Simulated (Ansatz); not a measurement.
## Re: band structure with revPBE

Crystal: Re.

```
CELL_PARAMETERS angstrom
2.76080 0.00000 0.00000
-1.38040 2.39092 0.00000
0.00000 0.00000 4.45820
ATOMIC_POSITIONS crystal
Re 0.66667 0.33333 0.75000
Re 0.33333 0.66667 0.25000
```

| Item | Value |
| --- | --- |
| Program | Ansatz 0.2.0 |
| Task | band structure |
| Functional | revPBE |
| Potentials or basis | all-electron LAPW, scalar-relativistic |
| Cutoff | 281 eV (chosen from the basis error) |
| Basis error allowed | 0.001 eV/atom |
| k mesh | 11 × 11 × 6 |
| Occupations | fermi-dirac, width 0.05 eV |
| Spin | no spin polarisation |

| Property | Result |
| --- | --- |
| Pressure | 8.9 GPa |
| Band gap along the path | none (metal or under the smearing width) |

Stress tensor (GPa, compression positive):
```
8.74 0.00 0.00
0.00 8.74 0.00
0.00 0.00 9.27
```

Levels at the corners of the path, in eV from the Fermi level:
```tsv
point	band 35	band 36	band 37	band 38	band 39	band 40	band 41	band 42	band 43	band 44
Γ	-1.58	-1.58	-1.58	-0.74	-0.74	0.19	0.19	0.59	3.37	3.37
M	-5.25	-1.93	-1.75	-1.38	-0.60	3.99	4.40	4.53	6.08	7.06
K	-4.05	-3.37	-2.13	-2.13	-0.04	3.04	3.04	3.52	6.50	6.50
Γ	-1.58	-1.58	-1.58	-0.74	-0.74	0.19	0.19	0.59	3.37	3.37
A	-2.39	-2.39	-1.71	-1.71	-1.71	-1.71	2.56	2.56	2.56	2.56
L	-4.10	-4.10	0.39	0.39	0.89	0.89	4.30	4.30	4.78	4.78
H	-3.74	-3.74	-2.16	-2.16	0.06	0.06	3.36	3.36	9.54	9.54
A	-2.39	-2.39	-1.71	-1.71	-1.71	-1.71	2.56	2.56	2.56	2.56
```

It took 32 s on 1 thread of Arm Neoverse V2, with other jobs on the host, peak memory 0.41 GiB.

Caveat: spin-orbit coupling is left out, which moves the levels of the heavy elements.
